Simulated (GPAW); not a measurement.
Runs of GPAW 26.7.0 on SnTe. It takes space group Fm-3m (No. 225, cubic). Conventional cell: a = 6.302 Å, b = 6.302 Å, c = 6.302 Å, α = 90.00°, β = 90.00°, γ = 90.00°. Te (site symmetry m-3m) has 6 Sn at 3.15 Å as nearest neighbours. Sn (site symmetry m-3m) has 6 Te at 3.15 Å as nearest neighbours. 

```csv
task,level,potentials or basis,k mesh,cutoff (eV),eigensolver,maxiter,convergence,data set,V0 of scaled cells (Å³/atom),B0 (GPa)
equation of state,BLYP+D4,"PAW data sets generated in the run's folder for this functional, pw",6 × 6 × 6,600,davidson,150,-,-,(b),40
equation of state,PBE,"GPAW PAW data sets (gpaw-data 1.2.1), other valence, pw",6 × 6 × 6,600,-,150,-,Te 16,32.43,39
equation of state,PBE,"GPAW PAW data sets (gpaw-data 1.2.1), pw",6 × 6 × 6,600,-,150,-,-,32.74,40
equation of state,PW91+D3(BJ),"PAW data sets generated in the run's folder for this functional, pw",6 × 6 × 6,600,-,150,-,-,31.73,(d)
equation of state,PBEint,"PAW data sets generated in the run's folder for this functional, pw",6 × 6 × 6,600,-,150,-,-,31.26,46
equation of state,AM05,"PAW data sets generated in the run's folder for this functional, pw",6 × 6 × 6,600,-,150,-,-,(a),45
equation of state,PBEsol,"PAW data sets generated in the run's folder for this functional, pw",7 × 7 × 7,600,-,150,-,-,30.85,(c)
```

Alike in all rows: no spin polarisation; cell as given; smearing fermi-dirac 0.05 eV.

Problem. Estimate the missing entries.

Solution. (a) 31.07; (b) 32.49; (c) 47; (d) 43.
